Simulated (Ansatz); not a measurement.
# Zr2O: the cost of one run

Computed with Ansatz 0.2.0 (DFT r2SCAN, scalar-relativistic, plane waves, PAW, unless a step's input says otherwise).

1 further run of the same task is left out (set aside as unsound or not needed).

## 1. The structure to begin with

Symmetry: P4_2/mnm, No. 136, tetragonal system. Conventional cell: a = 5.417 Å, b = 5.417 Å, c = 3.300 Å, α = 90.00°, β = 90.00°, γ = 90.00°. Zr (site symmetry m2m) has 3 N at 2.27 Å in its first shell of neighbours. N (site symmetry mmm) has 6 Zr at 2.27 Å in its first shell of neighbours.

As a file:

```cif
data_structure
_symmetry_space_group_name_H-M 'P4_2/mnm'
_symmetry_Int_Tables_number 136
_cell_length_a 5.4171
_cell_length_b 5.4171
_cell_length_c 3.3004
_cell_angle_alpha 90.000
_cell_angle_beta 90.000
_cell_angle_gamma 90.000
_cell_volume 96.85
loop_
_atom_site_label
_atom_site_type_symbol
_atom_site_symmetry_multiplicity
_atom_site_Wyckoff_symbol
_atom_site_fract_x
_atom_site_fract_y
_atom_site_fract_z
_atom_site_occupancy
Zr1 Zr 4 f 0.29657 0.29657 0.00000 1
N1 N 2 a 0.00000 0.00000 0.00000 1
```

It goes back to an entry of the Materials Project, which need not be the stable form.

It is the result of an earlier relaxation at this level (volume 16.14 Å³/atom; gap on the mesh: none (metal)).

## 2. N → P: Zr2P

Zr2P was computed beforehand with the same settings: E(σ→0) = -18304.0421 eV for 6 atoms, gap none (metal).

## 3. N → O: the starting cell

The start of Zr2O: fractional positions of relaxed Zr2N, cell scaled by 0.992, a guess from tabulated radii.

## 4. Probe: one point at the start (Zr2O)

Input file input.yaml:

```yaml
crystal:
  lattice:
    - [5.3733223247, 0.0, 0.0]
    - [0.0, 5.3733223247, 0.0]
    - [0.0, 0.0, 3.2738010527]
  atoms:
    - { symbol: Zr, position: [0.2965720821, 0.2965720821, 0.0] }
    - { symbol: Zr, position: [0.7034279179, 0.7034279179, 0.0] }
    - { symbol: Zr, position: [0.7965720821, 0.2034279179, 0.5] }
    - { symbol: Zr, position: [0.2034279179, 0.7965720821, 0.5] }
    - { symbol: O, position: [0.0, 0.0, 0.0] }
    - { symbol: O, position: [0.5, 0.5, 0.5] }
basis:
  ecutwfc: 500
kpoints:
  mp_grid: { grid: [4, 4, 6] }
hamiltonian:
  xc: r2scan
scf:
  occupations: { method: gaussian, width: 0.1 }
output:
  forces: true
  stress: true
  eigenvalues: true
```

Launch:

```console
$ ansatz run input.yaml --threads 1 --pin off --max-ram 2560MiB --backend cpu --events-out ev --progress --plain --runs-dir out
```

Q: Estimate wall time and peak memory on 1 thread of Intel Xeon at 2.70GHz, shared host.

About 11 s, with a peak of 0.58 GiB.
